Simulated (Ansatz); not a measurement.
# TiO2 (R-3m) in Ansatz: a series of runs

Runs on TiO2. Level: PBEsol. Tasks: single point, equation of state.

All numbers are computed with Ansatz 0.2.0; they aren't measurements. Logs are shortened: lines on timing, memory, paths and dates and some standing lists are left out, and cuts for length are marked.

## (1) The crystal as given

The structure is trigonal, space group R-3m (No. 166). The conventional cell has a = 2.995 Å, b = 2.995 Å, c = 20.945 Å, α = 90.00°, β = 90.00°, γ = 120.00°. Around Ti (site symmetry -3m) lie 6 O at 1.98 Å. O (site symmetry 3m) has 3 Ti at 1.98 Å as nearest neighbours.

Measurements of this composition are mostly on another form, of space group No. 141.

## (2) Single point, PBEsol, 16.99 Å³/atom (volume scaled by 0.94)

Input file input.yaml:

```yaml
crystal:
  lattice:
    - [1.4667648451, 0.8468370781, 6.8390239066]
    - [-1.4667648451, 0.8468370781, 6.8390239066]
    - [0.0, -1.6936741564, 6.8390239066]
  atoms:
    - { symbol: Ti, position: [0.0, 0.0, 0.0] }
    - { symbol: O, position: [0.379533, 0.379533, 0.379533] }
    - { symbol: O, position: [0.620467, 0.620467, 0.620467] }
hamiltonian:
  xc: pbesol
  pseudopotentials: { kind: paw }
kpoints:
  mp_grid: { grid: [10, 10, 10] }
scf:
  occupations: { method: fermi_dirac, width: 0.05 }
output:
  forces: true
  stress: true
  eigenvalues: true
```

Potentials or basis: Ansatz PAW.

On the command line:

```console
> ansatz run input.yaml --threads 2 --pin off --max-ram 5632MiB --backend cpu --events-out ev --progress --plain --runs-dir out
```

Output:

```text
Warning: RAYON_NUM_THREADS=2 ignored (pool sized by the plan → 2); use --threads N
basis.fft_grid_basis auto: the FFT boxes are laid along the combinations [[1, 0, -1], [0, 1, -1], [0, 0, 1]] of the cell's own vectors, 2.934, 2.934 and 7.046 Å long. The dense box has 20×20×48 points. Along the cell's own vectors, as sized, it would have 48×48×48, 5.76 times as many. Of the 12 symmetry operations that the crystal satisfies within crystal.symmetry.tolerance (time reversal apart; of a slab, those that keep its plane) the dense box along the cell's own vectors carries 12, and the one as laid loses 8 of those. basis.fft_grid_basis: typed keeps the cell's own vectors: state it where this run's energies or levels are differenced outside the engine with another run's, or held beside a run that keeps those vectors.
Engine: ansatz 0.2.0, x86_64-unknown-linux-gnu
Pseudopotentials: kind: paw
Pseudopotential: Ti, paw, valence charge 12, recommended cutoff 420 eV (normal), Ti.paw.azcp
Pseudopotential: O, paw, valence charge 6, recommended cutoff 420 eV (normal), O.paw.azcp
Functional definition: PBEsol
  exchange = pbesol_x
  correlation = pbesol_c
Crystal: 3 atoms, lattice volume = 50.969 Å³
Basis set: ecut = 420 eV, 989 PW (Γ), FFT grids on a1−a3, a2−a3, a3, exchange–correlation on 40×40×96 points (8 copies of the dense FFT grid, shifted against one another)
Bands: 16, of which v1, the nominal top of the filled ones, is band 12 counted from 1 (11 counted from 0)
Symmetry: 12 space group operations
Space group: R-3m (ITA 166), of the structure as read, at distance tolerance 3.7e-5 Å
k-points: 116 of 1000
Non-local potential: Ti, projectors of the file, l = 0: 3, l = 1: 2, l = 2: 3, l = 3: 1
Non-local potential: O, projectors of the file, l = 0: 2, l = 1: 2, l = 2: 1
PAW form: soft (Blöchl's): semilocal exchange-correlation on the pseudo side does not see the compensation charge
PAW frozen core: Ti, regenerated for the run's functional, and the local potential with it (the file was generated under x = pbe(κ = 0.804, μ = 0.2195149727645171), c = pbe(β = 0.06672455060314922))
PAW frozen core: O, regenerated for the run's functional, and the local potential with it (the file was generated under x = pbe(κ = 0.804, μ = 0.2195149727645171), c = pbe(β = 0.06672455060314922))
PAW one-centre angular grid: Ti, 590 points (default); XC on 64 Gauss nodes
PAW one-centre angular grid: O, 110 points (default); XC on 64 Gauss nodes
Initial density: superposition of atomic densities (neutral atoms: chi_scale 0, normalization atom), corrected by the library's trained network
Initial wavefunctions: pseudopotential atomic-orbital guess
Functional: x = pbesol(κ = 0.804, μ = 0.12345679012345678), c = pbesol(β = 0.046)
SCF iter   1: F=—  HF=-3599.415671 eV  |F-HF|=—  |Δ(HF+E_count)|=         —  Δρ=1.51e-2  dr2=1.00e-1  ethr=1.77e-3  ⟨swp⟩=6.1  Hψ=10122  notcnv=0
preconditioner: auto → none  [insulator: Δε(μ)=2.671 eV  Ē_g=10.231 eV  σ=0.050 eV  W_gap=1.00  n_scr=4 (ndim 8)  ℏωp=20.8 eV  f_vac=0.398  D(μ)=0.00/eV (n_scr^D=0)  ε∞_Penn≈5.1]
SCF iter   2: F=—  HF=-3599.431493 eV  |F-HF|=—  |Δ(HF+E_count)|=   1.58e-2  Δρ=1.88e-2  dr2=1.88e-1  ethr=4.18e-4  ⟨swp⟩=2.3  Hψ=4130  notcnv=0
SCF iter   3: F=—  HF=-3599.397124 eV  |F-HF|=—  |Δ(HF+E_count)|=   3.44e-2  Δρ=4.41e-3  dr2=8.26e-3  ethr=4.18e-4  ⟨swp⟩=2.0  Hψ=2922  notcnv=0
SCF iter   4: F=—  HF=-3599.395932 eV  |F-HF|=—  |Δ(HF+E_count)|=   1.19e-3  Δρ=7.47e-4  dr2=1.78e-4  ethr=3.44e-5  ⟨swp⟩=2.4  Hψ=3560  notcnv=0
SCF iter   5: F=—  HF=-3599.395929 eV  |F-HF|=—  |Δ(HF+E_count)|=   3.48e-6  Δρ=2.30e-4  dr2=1.45e-5  ethr=7.41e-7  ⟨swp⟩=2.4  Hψ=3301  notcnv=0
SCF iter   6: F=—  HF=-3599.395931 eV  |F-HF|=—  |Δ(HF+E_count)|=   2.37e-6  Δρ=7.52e-5  dr2=2.25e-6  ethr=6.03e-8  ⟨swp⟩=2.2  Hψ=2558  notcnv=0
SCF iter   7: F=-3599.395931 eV  HF=-3599.395931 eV  |F-HF|=5.37e-9  |Δ(HF+E_count)|=   7.20e-8  Δρ=6.75e-6  dr2=8.37e-9  ethr=4.17e-10  ⟨swp⟩=5.8  Hψ=10500  notcnv=0
SCF 1 converged in 7 iterations: F = -3599.395931 eV  dr2 = 8.37e-9
SCF converged after 7 iterations
Free energy (F): -3599.395931 eV
Harris-Foulkes:  -3599.395931 eV  (|F-HF|=5.37e-9)
Internal energy: -3599.395931 eV  (E = F + TS)
E sigma→0 (E₀):  -3599.395931 eV
Fermi energy:    3.282455 eV
--- Per-component energies (eV) ---
  E_band       = -354.261242
  E_kinetic    = 624.533395
  E_local      = -4076.545429  (includes V_loc(G=0)·N_el)
  E_nonlocal   = 100.472471
  E_hartree    = 1772.956715
  E_xc         = -244.046998
  E_vxc        = -310.620762  (∫ρ·V_xc dr)
  E_paw        = -1324.734210  (= ΣΔE_a)
  E_vpaw       = -238.015441  (= ΣTr[D̂ρ^β])
  E_aug_tail   = 0.005088  (compensation charges beyond the density's cutoff)
  E_ewald      = -452.246924
  E_core_change = 0.209960  (= ΣΔE_core)
  E_smearing   = -0.000000  (= −TS)
  E_closure    = -0.000000  (closes the sum)
  Σ components = -3599.395931   (vs F -3599.395931, Δ=0.00e0)
--- Forces (eV/Å), atoms counted from 1 ---
  atom   1  Ti     0.00000000     0.00000000     0.00000000
  atom   2  O      0.00000000    -0.00000000     0.49331012
  atom   3  O      0.00000000     0.00000000    -0.49331012
  max |Σ_I F_I| component: 5.55e-17 eV/Å
--- Stress (GPa, compression-positive) ---
        4.607313       0.000000       0.000000
        0.000000       4.607313       0.000000
        0.000000       0.000000       2.918243
  P = ⅓ Tr σ = 4.0443 GPa (40.443 kbar)
--- Band table (eV; the first three rows and the last of 116) ---
  k-point 0: bands = ["-54.0285", "-30.4425", "-30.1170", "-30.1170", "-15.7436", "-13.7430", "-2.0952", "-2.0501", "-2.0501", "1.0983", "1.6561", "1.6561", "4.6750", "4.6750", "6.5623", "9.0664"]
  k-point 1: bands = ["-54.0194", "-30.4267", "-30.1919", "-30.1307", "-15.5922", "-13.8251", "-2.1183", "-1.9414", "-1.9364", "1.0844", "1.3632", "1.4218", "4.8232", "4.9325", "6.5186", "8.8959"]
  k-point 2: bands = ["-53.9957", "-30.3989", "-30.3692", "-30.1664", "-15.2041", "-14.0235", "-2.1952", "-1.6467", "-1.5412", "0.0504", "0.9724", "1.7085", "5.0325", "5.4194", "6.3723", "8.3728"]
  k-point 115: bands = ["-54.0285", "-30.4425", "-30.1170", "-30.1170", "-15.7430", "-13.7441", "-2.0685", "-2.0501", "-2.0501", "1.0297", "1.6566", "1.6566", "4.6750", "4.6750", "6.5815", "9.2386"]
```

Wall time 6.4 s (2 threads of Intel Xeon at 2.50GHz (Skylake/Cascade Lake), shared host); peak memory 0.4 GiB.

What came out:

```yaml
Free_energy: -3599.3959 eV
Pressure: 4.0 GPa
Largest_force: 0.493 eV/Å
Band_gap_on_the_k_mesh: 2.86 eV, indirect (least direct gap 3.02 eV)
```

Caveat: the pressure holds a Pulay correction of +0.5 GPa for the finite cutoff; the PAW data sets come from PBE, with cores solved anew for the run's functional, which leaves a small shift of forces and pressure.

## (3) Single point, PBEsol, 17.35 Å³/atom (volume scaled by 0.96)

input.yaml, as its differences from that of step 2:

```diff
@@ -2,5 +2,5 @@
   lattice:
-    - [1.4667648451, 0.8468370781, 6.8390239066]
-    - [-1.4667648451, 0.8468370781, 6.8390239066]
-    - [0.0, -1.6936741564, 6.8390239066]
+    - [1.4770945154, 0.852800916, 6.8871876337]
+    - [-1.4770945154, 0.852800916, 6.8871876337]
+    - [0.0, -1.7056018321, 6.8871876337]
   atoms:
```

Potentials or basis: Ansatz PAW.

On the command line:

```console
> ansatz run input.yaml --threads 2 --pin off --max-ram 5632MiB --backend cpu --events-out ev --progress --plain --runs-dir out
```

Run time: 6.6 s. Hardware: 2 threads of Intel Xeon at 2.50GHz (Skylake/Cascade Lake), shared host; peak memory 0.4 GiB.

It converged, with:

| Item | Value |
| --- | --- |
| Free energy | -3599.4127 eV |
| Pressure | 1.0 GPa |
| Largest force | 0.157 eV/Å |
| Band gap on the k mesh | 2.80 eV, indirect (least direct gap 2.96 eV) |

Caveat: the pressure holds a Pulay correction of +0.5 GPa for the finite cutoff; the PAW data sets come from PBE, with cores solved anew for the run's functional, which leaves a small shift of forces and pressure.

## (4) Single point, PBEsol, 17.71 Å³/atom (volume scaled by 0.98)

input.yaml, as its differences from that of step 3:

```diff
@@ -2,5 +2,5 @@
   lattice:
-    - [1.4770945154, 0.852800916, 6.8871876337]
-    - [-1.4770945154, 0.852800916, 6.8871876337]
-    - [0.0, -1.7056018321, 6.8871876337]
+    - [1.487281696, 0.8586824875, 6.9346869804]
+    - [-1.487281696, 0.8586824875, 6.9346869804]
+    - [0.0, -1.7173649751, 6.9346869804]
   atoms:
```

On the command line:

```console
> ansatz run input.yaml --threads 2 --pin off --max-ram 5632MiB --backend cpu --events-out ev --progress --plain --runs-dir out
```

Wall time 7.3 s (2 threads of Intel Xeon at 2.50GHz (Skylake/Cascade Lake), shared host); peak memory 0.4 GiB.

The run converged. Its results:

| Property | Result |
| --- | --- |
| Free energy | -3599.4096 eV |
| Pressure | -1.8 GPa |
| Largest force | 0.154 eV/Å |
| Band gap on the k mesh | 2.73 eV, indirect (least direct gap 2.90 eV) |

Caveat: the pressure holds a Pulay correction of +0.5 GPa for the finite cutoff; the PAW data sets come from PBE, with cores solved anew for the run's functional, which leaves a small shift of forces and pressure.

## (5) Single point, PBEsol, 18.07 Å³/atom

input.yaml, as its differences from that of step 4:

```diff
@@ -2,5 +2,5 @@
   lattice:
-    - [1.487281696, 0.8586824875, 6.9346869804]
-    - [-1.487281696, 0.8586824875, 6.9346869804]
-    - [0.0, -1.7173649751, 6.9346869804]
+    - [1.4973312015, 0.8644845722, 6.9815443949]
+    - [-1.4973312015, 0.8644845722, 6.9815443949]
+    - [0.0, -1.7289691445, 6.9815443949]
   atoms:
@@ -20 +20,5 @@
   eigenvalues: true
+  write_density: true
+  write_potential: true
+  elf: true
+  volumetric_format: npy
```

On the command line:

```console
> ansatz run input.yaml --threads 2 --pin off --max-ram 5632MiB --backend cpu --events-out ev --progress --plain --runs-dir out
```

It took 9 s on 2 threads of Intel Xeon at 2.50GHz (Skylake/Cascade Lake), shared host; peak memory 0.42 GiB.

Results (log left out):

| Quantity | Value |
| --- | --- |
| Free energy | -3599.3887 eV |
| Pressure | -4.3 GPa |
| Largest force | 0.440 eV/Å |
| Band gap on the k mesh | 2.67 eV, indirect (least direct gap 2.85 eV) |

Caveat: the pressure holds a Pulay correction of +0.5 GPa for the finite cutoff; the PAW data sets come from PBE, with cores solved anew for the run's functional, which leaves a small shift of forces and pressure.

## (6) Single point, PBEsol, 18.44 Å³/atom (volume scaled by 1.02)

input.yaml, as its differences from that of step 5:

```diff
@@ -2,5 +2,5 @@
   lattice:
-    - [1.4973312015, 0.8644845722, 6.9815443949]
-    - [-1.4973312015, 0.8644845722, 6.9815443949]
-    - [0.0, -1.7289691445, 6.9815443949]
+    - [1.5072475912, 0.8702098024, 7.0277811357]
+    - [-1.5072475912, 0.8702098024, 7.0277811357]
+    - [0.0, -1.740419605, 7.0277811357]
   atoms:
```

Potentials or basis: Ansatz PAW.

On the command line:

```console
> ansatz run input.yaml --threads 2 --pin off --max-ram 5632MiB --backend cpu --events-out ev --progress --plain --runs-dir out
```

Run time: 8.6 s. Hardware: 2 threads of Intel Xeon at 2.50GHz (Skylake/Cascade Lake), shared host; peak memory 0.42 GiB.

Results (log left out):

```yaml
Free_energy: -3599.3520 eV
Pressure: -6.5 GPa
Largest_force: 0.704 eV/Å
Band_gap_on_the_k_mesh: 2.61 eV, indirect (least direct gap 2.79 eV)
```

Caveat: the pressure holds a Pulay correction of +0.5 GPa for the finite cutoff; the PAW data sets come from PBE, with cores solved anew for the run's functional, which leaves a small shift of forces and pressure.

## (7) Single point, PBEsol, 18.80 Å³/atom (volume scaled by 1.04)

input.yaml, as its differences from that of step 6:

```diff
@@ -2,5 +2,5 @@
   lattice:
-    - [1.5072475912, 0.8702098024, 7.0277811357]
-    - [-1.5072475912, 0.8702098024, 7.0277811357]
-    - [0.0, -1.740419605, 7.0277811357]
+    - [1.5170351874, 0.8758606738, 7.0734173569]
+    - [-1.5170351874, 0.8758606738, 7.0734173569]
+    - [0.0, -1.7517213477, 7.0734173569]
   atoms:
```

On the command line:

```console
> ansatz run input.yaml --threads 2 --pin off --max-ram 5632MiB --backend cpu --events-out ev --progress --plain --runs-dir out
```

Wall time 9 s (2 threads of Intel Xeon at 2.50GHz (Skylake/Cascade Lake), shared host); peak memory 0.42 GiB.

Results (log left out):

```yaml
Free_energy: -3599.3009 eV
Pressure: -8.5 GPa
Largest_force: 0.948 eV/Å
Band_gap_on_the_k_mesh: 2.55 eV, indirect (least direct gap 2.74 eV)
```

Caveat: the pressure holds a Pulay correction of +0.5 GPa for the finite cutoff; the PAW data sets come from PBE, with cores solved anew for the run's functional, which leaves a small shift of forces and pressure.

## (8) Single point, PBEsol, 19.16 Å³/atom (volume scaled by 1.06)

Input file input.yaml:

```yaml
crystal:
  lattice:
    - [1.5266980925, 0.8814395546, 7.1184721853]
    - [-1.5266980925, 0.8814395546, 7.1184721853]
    - [0.0, -1.7628791093, 7.1184721853]
  atoms:
    - { symbol: Ti, position: [0.0, 0.0, 0.0] }
    - { symbol: O, position: [0.379533, 0.379533, 0.379533] }
    - { symbol: O, position: [0.620467, 0.620467, 0.620467] }
hamiltonian:
  xc: pbesol
  pseudopotentials: { kind: paw }
kpoints:
  mp_grid: { grid: [10, 10, 10] }
scf:
  occupations: { method: fermi_dirac, width: 0.05 }
output:
  forces: true
  stress: true
  eigenvalues: true
```

On the command line:

```console
> ansatz run input.yaml --threads 2 --pin off --max-ram 5632MiB --backend cpu --events-out ev --progress --plain --runs-dir out
```

Run time: 6.4 s. Hardware: 2 threads of Intel Xeon at 2.50GHz (Skylake/Cascade Lake), shared host; peak memory 0.42 GiB.

It converged, with:

```yaml
Free_energy: -3599.2369 eV
Pressure: -10.3 GPa
Largest_force: 1.174 eV/Å
Band_gap_on_the_k_mesh: 2.49 eV, indirect (least direct gap 2.69 eV)
```

Caveat: the pressure holds a Pulay correction of +0.4 GPa for the finite cutoff; the PAW data sets come from PBE, with cores solved anew for the run's functional, which leaves a small shift of forces and pressure; forces of over 1 eV/Å show positions far from the minimum, so gaps and moduli don't describe the material at rest.

## (9) Equation of state, PBEsol

Potentials or basis: Ansatz PAW.

No new run: the results of the series are fitted here.

What came out:

```yaml
Equilibrium_volume: 17.47 Å³/atom
Bulk_modulus_at_fixed_shape_and_positions: 136 GPa
Pressure_derivative_of_the_bulk_modulus: 4.3
```

Energy against volume, from the lowest point:
| volume (Å³/atom) | energy (meV/atom) |
| --- | --- |
| 16.990 | 5.59 |
| 17.351 | 0.00 |
| 17.713 | 1.02 |
| 18.074 | 7.99 |
| 18.436 | 20.24 |
| 18.797 | 37.28 |
| 19.159 | 58.60 |

Caveat: the cell was scaled at fixed shape and fractional positions, which overstates the stiffness of a crystal with free parameters, most of all of layers and chains.
